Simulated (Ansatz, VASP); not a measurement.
## PbS2: VASP beside Ansatz

Contents of INCAR:

```
PREC = Accurate
ENCUT = 520
EDIFF = 1E-6
ISMEAR = 0
SIGMA = 0.05
LREAL = False
LASPH = True
NELM = 100
ALGO = Normal
ISIF = 2
LWAVE = False
LCHARG = False
NBANDS = 20
```

Contents of KPOINTS:

```
Automatic mesh
0
Gamma
  4 4 4
```

POSCAR

```
PbS2
1.0
    0.0000000000      3.2686686705      3.2686686705
    3.2686686705      0.0000000000      3.2686686705
    3.2686686705      3.2686686705      0.0000000000
Pb S
1 2
Direct
    0.0000000000      0.0000000000      0.0000000000
    0.2500000000      0.2500000000      0.2500000000
    0.7500000000      0.7500000000      0.7500000000
```

Input for Ansatz:

```yaml
crystal:
  lattice:
    - [0.0, 3.2686686705, 3.2686686705]
    - [3.2686686705, 0.0, 3.2686686705]
    - [3.2686686705, 3.2686686705, 0.0]
  atoms:
    - { symbol: Pb, position: [0.0, 0.0, 0.0] }
    - { symbol: S, position: [0.25, 0.25, 0.25] }
    - { symbol: S, position: [0.75, 0.75, 0.75] }
basis:
  ecutwfc: 420
kpoints:
  mp_grid: { grid: [4, 4, 4] }
hamiltonian:
  xc: lda
scf:
  occupations: { method: gaussian, width: 0.05 }
output:
  forces: true
  stress: true
  eigenvalues: true
```

The cell comes from a database or a generator and needn't be the stable form of this composition.

Alike in both runs: task single point; functional LDA; k mesh 4 × 4 × 4; occupations gaussian, width 0.05 eV; no spin polarisation.

|  | VASP | Ansatz |
| --- | --- | --- |
| version | VASP 6.6.1 | Ansatz 0.2.0 |
| potentials or method | VASP PAW LDA potentials, release 64 (Pb_d, S) | scalar-relativistic, plane waves, PAW |
| plane-wave cutoff (eV) | 520 | 420 |
| valence electrons in the cell | 26 | 26 |

|  | VASP | Ansatz | Ansatz less VASP |
| --- | --- | --- | --- |
| gap on the k mesh at the Fermi level (eV) | none | none | - |
| pressure (GPa) | 1.2 | 1.3 | +0.09 |

A gap of «none» marks a metal or a gap that the smearing closes.

Caveats: the k mesh is coarse (spacing up to 0.42 Å⁻¹), so the values aren't converged. The runs have no spin-orbit coupling, so splittings on Pb are missing.
